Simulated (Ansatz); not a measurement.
# InPd (Pm-3m) in Ansatz: settings compared

The runs below take InPd through band structure, with HSE06, HSE03, HSEsol.

All numbers are computed with Ansatz 0.2.0; they aren't measurements. Logs are shortened: lines on timing, memory, paths and dates and some standing lists are left out, and cuts for length are marked.

### 1 Starting point

It takes space group Pm-3m (No. 221, cubic). The conventional cell has a = 3.272 Å, b = 3.272 Å, c = 3.272 Å, α = 90.00°, β = 90.00°, γ = 90.00°. In (site symmetry m-3m) is surrounded by 8 Pd at 2.83 Å. Around Pd (site symmetry m-3m) lie 8 In at 2.83 Å.

The cell comes from a database or a generator and needn't be the stable form of this composition.

### 2 Band structure, HSE06

File input:

```
crystal:
  lattice:
    - [3.27188478, 0.0, 0.0]
    - [0.0, 3.27188478, 0.0]
    - [0.0, 0.0, 3.27188478]
  atoms:
    - { symbol: In, position: [0.0, 0.0, 0.0] }
    - { symbol: Pd, position: [0.5, 0.5, 0.5] }
hamiltonian:
  xc: hse06
  pseudopotentials: { kind: paw }
kpoints:
  mp_grid: { grid: [4, 4, 4] }
  band_path:
    path:
      - [[0.0, 0.0, 0.0], [0.0, 0.5, 0.0], [0.5, 0.5, 0.0], [0.0, 0.0, 0.0], [0.5, 0.5, 0.5], [0.0, 0.5, 0.0]]
      - [[0.5, 0.5, 0.0], [0.5, 0.5, 0.5]]
    npoints: 4
scf:
  occupations: { method: fermi_dirac, width: 0.05 }
  n_extra_bands: 6
output:
  forces: true
  stress: true
  eigenvalues: true
  fatbands: false
  write_density: true
  write_potential: true
  elf: true
  volumetric_format: npy
```

Potentials or basis: Ansatz PAW.

What it wrote:

```text
Warning: output.stress: scf.convergence.dr2_threshold = 1e-7 eV (the SCF's general default) is looser than the 2e-10 eV advised for a printed stress (1e-10 eV for each atom of the cell: 2). What an SCF threshold leaves in a stress goes as its square root, and in the free energy as the threshold itself, and one threshold admits the most on a small cell: of the crystals measured, under no hybrid functional and no lock of the moments, on runs that ended without the residual-converged pass, on stresses that held no estimate of that error, the worst erred by over 100 MPa in a component at 1e-7 eV an atom and by under 5 at 1e-10. Set scf.convergence.dr2_threshold to 2e-10 eV or tighter. The threshold is an SCF's pass mark: one that does not reach it within its budget of iterations ends unconverged, or closes short of it on a stop that the run arms, and scf.convergence.dr2_threshold's page says what that costs each kind of run
Warning: output.stress: scf.exx.energy_threshold = 1e-6 eV is looser than the 2e-8 eV advised for a stress under a hybrid functional (1e-8 eV for each atom of the cell: 2). Every SCF of the exchange loop can meet its threshold on dr2 while the loop round them stops early: no threshold on dr2 bounds what that leaves in the stress. Set scf.exx.energy_threshold to 2e-8 eV or tighter. The threshold is the loop's pass mark: a loop that does not reach it within its budget of cycles ends unconverged, and scf.exx.energy_threshold's page has the law
scf.n_extra_bands = 6 over 16 filled bands (N_el = 31.0): the run solves 22 bands
GPUs: using 1 of 1 available (devices: 1).
Engine: ansatz 0.2.0, x86_64-unknown-linux-gnu
Pseudopotentials: kind: paw
Pseudopotential: In, paw, valence charge 13, recommended cutoff 420 eV (normal), In.paw.azcp
Pseudopotential: Pd, paw, valence charge 18, recommended cutoff 420 eV (normal), Pd.paw.azcp
Functional definition: HSE06
  parameter a = 0.25
  parameter omega = 0.11/bohr
  exchange = pbe_x - a*pbe_x_sr(omega) + a*exact_x_sr(omega)
  correlation = pbe_c
device memory: the entry about to start is reckoned to put 0.5 GiB on a device that reports 52.4 GiB free (of which the cap on the GPU budget leaves the run 18.0 GiB)
GPU FFT provider: cuFFT
GPU libraries: cuBLAS 13.8.2, cuFFT 12.4.0, cuSOLVER 12.3.4
Crystal: 2 atoms, lattice volume = 35.026 Å³
Basis set: ecut = 420 eV, 691 PW (Γ), exchange–correlation on 48×48×48 points (8 copies of the dense FFT grid, shifted against one another)
Bands: 22, of which v1, the nominal top of the filled ones, is band 16 counted from 1 (15 counted from 0)
Symmetry: 48 space group operations
Space group: Pm-3m (ITA 221), of the structure as read, at distance tolerance 3.3e-5 Å
k-points: 10 of 64
Non-local potential: In, projectors of the file, l = 0: 2, l = 1: 2, l = 2: 2, l = 3: 2
Non-local potential: Pd, projectors of the file, l = 0: 2, l = 1: 2, l = 2: 2, l = 3: 1
PAW form: soft (Blöchl's): semilocal exchange-correlation on the pseudo side does not see the compensation charge
PAW frozen core: In, regenerated for the run's functional, and the local potential with it (the file was generated under x = pbe(κ = 0.804, μ = 0.2195149727645171), c = pbe(β = 0.06672455060314922))
PAW frozen core: Pd, regenerated for the run's functional, and the local potential with it (the file was generated under x = pbe(κ = 0.804, μ = 0.2195149727645171), c = pbe(β = 0.06672455060314922))
PAW one-centre angular grid: In, 590 points (default); XC on 64 Gauss nodes
PAW one-centre angular grid: Pd, 590 points (default); XC on 64 Gauss nodes
Initial density: superposition of atomic densities (neutral atoms: chi_scale 0, normalization atom), corrected by the library's trained network
Initial wavefunctions: pseudopotential atomic-orbital guess
GPU buffer pool allocated for 13824 grid points (all kernels)
GPU transforms: local potential and band sums: pruned to the plane-wave sphere, on 24×24×24
[... 41 lines left out ...]
SCF iter   4: F=—  HF=-12578.397858 eV  |F-HF|=—  |Δ(HF+E_count)|=   2.49e-8  Δρ=7.88e-6  dr2=2.78e-8  ethr=5.17e-10  ⟨swp⟩=3.9  Hψ=467  notcnv=0  defer=1
SCF iter   5: F=-12578.397858 eV  HF=-12578.397858 eV  |F-HF|=1.02e-9  |Δ(HF+E_count)|=   6.95e-9  Δρ=1.80e-6  dr2=1.15e-9  ethr=8.80e-11  ⟨swp⟩=3.9  Hψ=527  notcnv=0  defer=1
SCF 3 converged in 5 iterations: F = -12578.397858 eV  dr2 = 1.15e-9
  Residual-converged pass: ⟨swp⟩=2.9  Hψ=431  notcnv=0  max |occ|·‖R‖ = 2.4e-6 eV (tolerance 2.4e-6 eV)  dr2=1.14e-9  dr2_onsite=4.91e-11  max |Δocc| = 1.5e-12
hybrid outer 2: dexx = +7.914e-7 eV, tail = 3.84e-8 eV, Δε = 3.40e-3 eV (about 1.17e-4 eV left of the loop's levels)
device memory: the entry about to start is reckoned to put 0.4 GiB on a device that reports 52.6 GiB free (of which the cap on the GPU budget leaves the run 18.0 GiB)
NSCF: frozen V_eff on 26 k-points, pencils in batches of 32, up to order 100
hybrid SCF converged: 2 outer / 10 inner (+6 warm-up), last move |dexx| = 7.91e-7 eV, tail = 3.84e-8 eV
Stability not checked: this state was not tested for a lower state beside it, because the functional holds exact exchange (a hybrid, or Hartree-Fock), whose exchange loop this test does not read (fock_operator; see scf.lower_state_search)
Free energy (F): -12578.397858 eV
Frozen-core exchange: fock
Harris-Foulkes:  -12578.397858 eV  (|F-HF|=1.02e-9)
Internal energy: -12578.387002 eV  (E = F + TS)
E sigma→0 (E₀):  -12578.392430 eV
Entropy (-TS):   -0.010857 eV (-5.428 meV/atom)
Fermi energy:    16.860649 eV
--- Per-component energies (eV) ---
  E_band       = -210.225623
  E_kinetic    = 762.426783
  E_local      = -2908.460231  (includes V_loc(G=0)·N_el)
  E_nonlocal   = 585.961117
  E_hartree    = 1186.618872
  E_xc         = -306.634000
  E_vxc        = -248.288468  (∫ρ·V_xc dr)
  E_exx        = -103.788766  (= α·E_x^exact, valence–valence)
  E_paw        = -7890.551304  (= ΣΔE_a)
  E_vpaw       = -567.528662  (= ΣTr[D̂ρ^β])
  E_aug_tail   = 0.000245  (compensation charges beyond the density's cutoff)
  E_ewald      = -3903.915009
  E_core_change = -0.044710  (= ΣΔE_core)
  E_smearing   = -0.010857  (= −TS)
  E_closure    = 0.000002  (closes the sum)
  Σ components = -12578.397858   (vs F -12578.397858, Δ=0.00e0)
--- Forces (eV/Å), atoms counted from 1 ---
  atom   1  In     0.00000000     0.00000000     0.00000000
  atom   2  Pd     0.00000000    -0.00000000     0.00000000
  max |Σ_I F_I| component: 1.31e-28 eV/Å
--- Stress (GPa, compression-positive) ---
       -0.793445      -0.000000       0.000000
        0.000000      -0.793445       0.000000
        0.000000       0.000000      -0.793445
  P = ⅓ Tr σ = -0.7934 GPa (-7.934 kbar)
--- Band table (eV; the first three rows and the last of 10) ---
  k-point 0: bands = ["-72.5352", "-36.9535", "-36.9535", "-36.9535", "-0.5512", "-0.5512", "-0.1308", "-0.1308", "-0.1308", "5.3613", "11.7454", "11.7454", "13.5306", "13.5306", "13.5306", "21.4166", "21.4166", "21.4166", "27.3014", "27.9539", "27.9539", "33.4278"]
  k-point 1: bands = ["-72.5346", "-36.9720", "-36.9525", "-36.9525", "-0.5212", "-0.3713", "-0.1831", "-0.1831", "-0.1135", "6.4687", "11.7589", "11.7831", "12.9370", "12.9370", "13.4858", "17.2572", "23.3224", "23.3224", "27.5401", "27.6339", "32.1743", "32.5791"]
  k-point 2: bands = ["-72.5337", "-36.9884", "-36.9513", "-36.9513", "-0.4910", "-0.2351", "-0.2351", "-0.1922", "-0.0962", "9.3218", "9.7703", "11.7731", "12.4548", "12.4548", "13.4406", "14.9869", "27.0900", "27.1374", "27.1374", "28.2299", "28.2299", "28.5079"]
  k-point 9: bands = ["-72.5305", "-36.9883", "-36.9883", "-36.9883", "-0.4019", "-0.4019", "-0.4019", "0.0818", "0.0818", "10.7456", "10.7456", "10.7456", "14.1336", "14.1336", "17.0304", "20.7365", "20.7365", "20.7365", "21.4293", "21.4293", "21.4293", "23.3868"]
```

rho_z.tsv:

```text
# z_ang	rho[e/angstrom^3]
# format = ansatz-planar-average/11
# lattice	3.271884780	0.000000000	0.000000000
# lattice	0.000000000	3.271884780	0.000000000
# lattice	0.000000000	0.000000000	3.271884780
# sites	2
# site	49	0.000000000	0.000000000	0.000000000
# site	46	1.635942390	1.635942390	1.635942390
0.000000	1.137050e0
0.136329	1.070797e0
0.272657	9.016475e-1
0.408986	6.962657e-1
0.545314	5.202202e-1
0.681643	4.154356e-1
[... 16 lines left out ...]
2.999228	9.016475e-1
3.135556	1.070797e0
```

Run time: 12 s. Hardware: 1 × NVIDIA H100 80GB HBM3 with 2 threads of AMD EPYC 7R13 (Zen 3), shared host; peak memory 1.8 GiB.

What came out:

```
Free energy            : -12578.3979 eV
Pressure               : -0.8 GPa
Band gap on the k mesh : none (metal or under the smearing width)
```

Levels at the corners of the path, in eV from the Fermi level:
| point | band 13 | band 14 | band 15 | band 16 | band 17 | band 18 |
| --- | --- | --- | --- | --- | --- | --- |
| Γ | -3.33 | -3.33 | -3.33 | 4.56 | 4.56 | 4.56 |
| X | -4.41 | -4.41 | -3.42 | -1.87 | 10.23 | 10.28 |
| M | -3.80 | -2.91 | -2.91 | -2.77 | 1.51 | 2.74 |
| Γ | -3.33 | -3.33 | -3.33 | 4.56 | 4.56 | 4.56 |
| R | -2.73 | -2.73 | 0.17 | 3.88 | 3.88 | 3.88 |
| X | -4.41 | -4.41 | -3.42 | -1.87 | 10.23 | 10.28 |
| M | -3.80 | -2.91 | -2.91 | -2.77 | 1.51 | 2.74 |
| R | -2.73 | -2.73 | 0.17 | 3.88 | 3.88 | 3.88 |

Caveat: the k mesh is coarse (spacing up to 0.48 Å⁻¹), so the values aren't converged, least of all with exact exchange; spin-orbit coupling is left out, which moves the levels of the heavy elements; the PAW data sets come from PBE, with cores solved anew for the run's functional, which leaves a small shift of forces and pressure; the thresholds are loose for stress.

### 3 Band structure, HSE03

Changes to input since step 2:

```diff
@@ -9,3 +9,3 @@
 hamiltonian:
-  xc: hse06
+  xc: { exchange: pbe, correlation: pbe, exx: { coeff: 0.25, omega: 0.3 } }
   pseudopotentials: { kind: paw }
@@ -26,5 +26 @@
   fatbands: false
-  write_density: true
-  write_potential: true
-  elf: true
-  volumetric_format: npy
```

Potentials or basis: Ansatz PAW.

Wall time 12 s (1 × NVIDIA H100 80GB HBM3 with 2 threads of AMD EPYC 7R13 (Zen 3), shared host); peak memory 1.7 GiB.

Results (log left out):

| Item | Value |
| --- | --- |
| Free energy | -12578.3510 eV |
| Pressure | -0.1 GPa |
| Band gap on the k mesh | none (metal or under the smearing width) |

Levels at the corners of the path, in eV from the Fermi level:
```tsv
point	band 11	band 12	band 13	band 14	band 15	band 16	band 17	band 18	band 19	band 20
Γ	-5.00	-5.00	-3.24	-3.24	-3.24	4.40	4.40	4.40	10.24	10.91
X	-6.96	-4.97	-4.30	-4.30	-3.32	-1.83	10.08	10.09	10.09	11.19
M	-4.60	-3.70	-3.70	-2.84	-2.84	-2.68	1.38	2.61	9.93	11.73
Γ	-5.00	-5.00	-3.24	-3.24	-3.24	4.40	4.40	4.40	10.24	10.91
R	-5.99	-5.99	-2.64	-2.64	0.02	3.78	3.78	3.78	4.45	4.45
X	-6.96	-4.97	-4.30	-4.30	-3.32	-1.83	10.08	10.09	10.09	11.19
M	-4.60	-3.70	-3.70	-2.84	-2.84	-2.68	1.38	2.61	9.93	11.73
R	-5.99	-5.99	-2.64	-2.64	0.02	3.78	3.78	3.78	4.45	4.45
```

Caveat: the k mesh is coarse (spacing up to 0.48 Å⁻¹), so the values aren't converged, least of all with exact exchange; spin-orbit coupling is left out, which moves the levels of the heavy elements; the PAW data sets come from PBE, with cores solved anew for the run's functional, which leaves a small shift of forces and pressure; the thresholds are loose for stress.

### 4 Band structure, HSEsol

Changes to input since step 3:

```diff
@@ -9,3 +9,6 @@
 hamiltonian:
-  xc: { exchange: pbe, correlation: pbe, exx: { coeff: 0.25, omega: 0.3 } }
+  xc:
+    exchange: hjs_pbesol
+    correlation: pbesol
+    exx: { coeff: 0.25, omega: 0.207 }
   pseudopotentials: { kind: paw }
```

Potentials or basis: Ansatz PAW.

What it wrote:

```text
Warning: output.stress: scf.convergence.dr2_threshold = 1e-7 eV (the SCF's general default) is looser than the 2e-10 eV advised for a printed stress (1e-10 eV for each atom of the cell: 2). What an SCF threshold leaves in a stress goes as its square root, and in the free energy as the threshold itself, and one threshold admits the most on a small cell: of the crystals measured, under no hybrid functional and no lock of the moments, on runs that ended without the residual-converged pass, on stresses that held no estimate of that error, the worst erred by over 100 MPa in a component at 1e-7 eV an atom and by under 5 at 1e-10. Set scf.convergence.dr2_threshold to 2e-10 eV or tighter. The threshold is an SCF's pass mark: one that does not reach it within its budget of iterations ends unconverged, or closes short of it on a stop that the run arms, and scf.convergence.dr2_threshold's page says what that costs each kind of run
Warning: output.stress: scf.exx.energy_threshold = 1e-6 eV is looser than the 2e-8 eV advised for a stress under a hybrid functional (1e-8 eV for each atom of the cell: 2). Every SCF of the exchange loop can meet its threshold on dr2 while the loop round them stops early: no threshold on dr2 bounds what that leaves in the stress. Set scf.exx.energy_threshold to 2e-8 eV or tighter. The threshold is the loop's pass mark: a loop that does not reach it within its budget of cycles ends unconverged, and scf.exx.energy_threshold's page has the law
scf.n_extra_bands = 6 over 16 filled bands (N_el = 31.0): the run solves 22 bands
GPUs: using 1 of 1 available (devices: 1).
[... 4 set-up lines as earlier in the session ...]
Functional definition: unnamed
  parameter a_1 = 0.25
  parameter omega_1 = 0.207/angstrom
  exchange = pbe_x(mu = 0.12345679012345678) + (-a_1)*hjs_pbesol_x_sr(omega_1) + a_1*exact_x_sr(omega_1)
[... 89 lines left out ...]
  E_paw        = -7790.866139  (= ΣΔE_a)
  E_vpaw       = -567.094506  (= ΣTr[D̂ρ^β])
  E_aug_tail   = 0.000243  (compensation charges beyond the density's cutoff)
  E_ewald      = -3903.915009
  E_core_change = 0.331291  (= ΣΔE_core)
  E_smearing   = -0.011418  (= −TS)
  E_closure    = 0.000002  (closes the sum)
  Σ components = -12477.509664   (vs F -12477.509664, Δ=0.00e0)
--- Forces (eV/Å), atoms counted from 1 ---
  atom   1  In    -0.00000000    -0.00000000     0.00000000
  atom   2  Pd     0.00000000    -0.00000000    -0.00000000
  max |Σ_I F_I| component: 1.35e-28 eV/Å
--- Stress (GPa, compression-positive) ---
       -5.110641      -0.000000       0.000000
       -0.000000      -5.110641       0.000000
       -0.000000       0.000000      -5.110641
  P = ⅓ Tr σ = -5.1106 GPa (-51.106 kbar)
--- Band table (eV; the first three rows and the last of 10) ---
  k-point 0: bands = ["-72.6225", "-37.0465", "-37.0465", "-37.0465", "-0.6174", "-0.6174", "-0.1937", "-0.1937", "-0.1937", "5.1939", "11.6205", "11.6205", "13.4086", "13.4086", "13.4086", "21.2457", "21.2457", "21.2457", "27.0975", "27.8557", "27.8557", "33.2928"]
  k-point 1: bands = ["-72.6220", "-37.0651", "-37.0455", "-37.0455", "-0.5869", "-0.4359", "-0.2465", "-0.2465", "-0.1761", "6.3016", "11.6324", "11.6528", "12.8101", "12.8101", "13.3629", "17.1008", "23.1568", "23.1568", "27.4379", "27.4727", "32.0513", "32.4347"]
  k-point 2: bands = ["-72.6211", "-37.0815", "-37.0443", "-37.0443", "-0.5561", "-0.2990", "-0.2990", "-0.2555", "-0.1585", "9.1534", "9.6190", "11.6449", "12.3249", "12.3249", "13.3167", "14.8573", "26.9682", "26.9682", "26.9845", "28.0824", "28.0824", "28.3388"]
  k-point 9: bands = ["-72.6178", "-37.0815", "-37.0815", "-37.0815", "-0.4680", "-0.4680", "-0.4680", "0.0221", "0.0221", "10.6095", "10.6095", "10.6095", "14.0145", "14.0145", "16.8148", "20.5987", "20.5987", "20.5987", "21.2965", "21.2965", "21.2965", "23.1952"]
```

Wall time 13 s (1 × NVIDIA H100 80GB HBM3 with 2 threads of AMD EPYC 7R13 (Zen 3), shared host); peak memory 1.7 GiB.

Results:

```
Free energy            : -12477.5097 eV
Pressure               : -5.1 GPa
Band gap on the k mesh : none (metal or under the smearing width)
```

Levels at the corners of the path, in eV from the Fermi level:
```tsv
point	band 11	band 12	band 13	band 14	band 15	band 16	band 17	band 18	band 19	band 20
Γ	-5.10	-5.10	-3.31	-3.31	-3.31	4.53	4.53	4.53	10.38	11.14
X	-7.10	-5.08	-4.40	-4.40	-3.40	-1.86	10.25	10.25	10.26	11.36
M	-4.71	-3.78	-3.78	-2.92	-2.92	-2.75	1.50	2.73	10.06	11.89
Γ	-5.10	-5.10	-3.31	-3.31	-3.31	4.53	4.53	4.53	10.38	11.14
R	-6.11	-6.11	-2.71	-2.71	0.09	3.88	3.88	3.88	4.58	4.58
X	-7.10	-5.08	-4.40	-4.40	-3.40	-1.86	10.25	10.25	10.26	11.36
M	-4.71	-3.78	-3.78	-2.92	-2.92	-2.75	1.50	2.73	10.06	11.89
R	-6.11	-6.11	-2.71	-2.71	0.09	3.88	3.88	3.88	4.58	4.58
```

Caveat: the k mesh is coarse (spacing up to 0.48 Å⁻¹), so the values aren't converged, least of all with exact exchange; spin-orbit coupling is left out, which moves the levels of the heavy elements; the PAW data sets come from PBE, with cores solved anew for the run's functional, which leaves a small shift of forces and pressure; the thresholds are loose for stress.

### 5 Overview

| level | gap on the mesh (eV) | pressure (GPa) |
| --- | --- | --- |
| HSE06 | none | -0.8 |
| HSE03 | none | -0.1 |
| HSEsol | none | -5.1 |

Alike in all rows: task band structure; potentials or basis Ansatz PAW; no spin polarisation; cell as given; k mesh 4 × 4 × 4; cutoff (eV) 420; smearing fermi-dirac 0.05 eV; the mesh is coarse, so values aren't converged.

Caveats: all runs use coarse meshes; spin-orbit coupling is left out, which moves the levels of the heavy elements; the PAW data sets come from PBE, with cores solved anew for the run's functional, which leaves a small shift of forces and pressure; the thresholds are loose for stress.

Absolute energies hang on the potentials; compare differences alone.
